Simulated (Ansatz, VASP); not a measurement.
## CoSi: VASP beside Ansatz

```
Co Si
1.0
     2.76267    0.00000    0.00000
     0.00000    2.76267    0.00000
     0.00000    0.00000    2.76267
Co Si
1 1
Cartesian
  0.0000 0.0000 0.0000
  1.3813 1.3813 1.3813
```

Change from the starting cell: volume scaled by 0.98.

Alike in both runs: task single point; functional PBEsol; k mesh 10 × 10 × 10; occupations fermi-dirac, width 0.05 eV; collinear spin.

|  | VASP | Ansatz |
| --- | --- | --- |
| version | VASP 6.6.1 | Ansatz 0.2.0 |
| potentials or method | VASP PAW PBE potentials, release 64 (Co, Si), cutoff 520 eV | all-electron LAPW, scalar-relativistic |

Ansatz gave:

```
gap on the k mesh at the Fermi level (eV)                     : none
pressure (GPa)                                                : -2.1
net moment per atom (μB)                                      : 0.26
size of the moment on the site where the two differ most (μB) : 0.53
```

Task: What did VASP give for the same quantities?

Result: gap on the k mesh at the Fermi level (eV): none; pressure (GPa): -2.0; net moment per atom (μB): 0.25; size of the moment on the site where the two differ most (μB): 0.50.

Site moments also hang on the region over which each program counts them. A gap of «none» marks a metal or a gap that the smearing closes. Ansatz ran all-electron here, so the differences hold the error of VASP's frozen core and of both bases.

Caveats: the PAW data sets were made with another functional, which shifts forces and pressure a little (VASP).
